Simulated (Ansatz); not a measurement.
Runs of Ansatz 0.2.0 on Bi2Se3 (Paraguanajuatite). It takes space group R-3m (No. 166, trigonal). Conventional cell: a = 4.143 Å, b = 4.143 Å, c = 28.636 Å, α = 90.00°, β = 90.00°, γ = 120.00°. Bi (site symmetry 3m) has 6 Se at 2.85 to 3.07 Å as nearest neighbours. Se (site symmetry 3m) has 3 Bi at 2.85 Å as nearest neighbours. Se (site symmetry -3m) has 6 Bi at 3.07 Å as nearest neighbours. 

```csv
task,level,potentials or basis,cutoff (eV),points for each segment of the path,gap on the mesh (eV),pressure (GPa),largest force (eV/Å)
band structure,exchange-only PBE,Ansatz PAW,420,14,0.29,11.9,0.62
band structure,PBE,SPMS NC,816,14,0.21,2.7,(b)
band structure,RPBE,Ansatz PAW,420,14,0.29,4.2,0.16
band structure,LDA,Ansatz PAW,420,14,(c),(a),0.12
```

Alike in all rows: no spin polarisation; cell as given; k mesh 8 × 8 × 8; smearing fermi-dirac 0.05 eV.

Estimate the missing entries.

(a) -1.8; (b) 0.19; (c) 0.09.

Caveats: spin-orbit coupling is left out, which as a rule narrows the gap of such compounds by several tenths of an eV; the PAW data sets come from PBE, with cores solved anew for the run's functional, which leaves a small shift of forces and pressure (some runs).

A k mesh can miss the band edges, and the runs leave out spin-orbit coupling on Bi, Se.
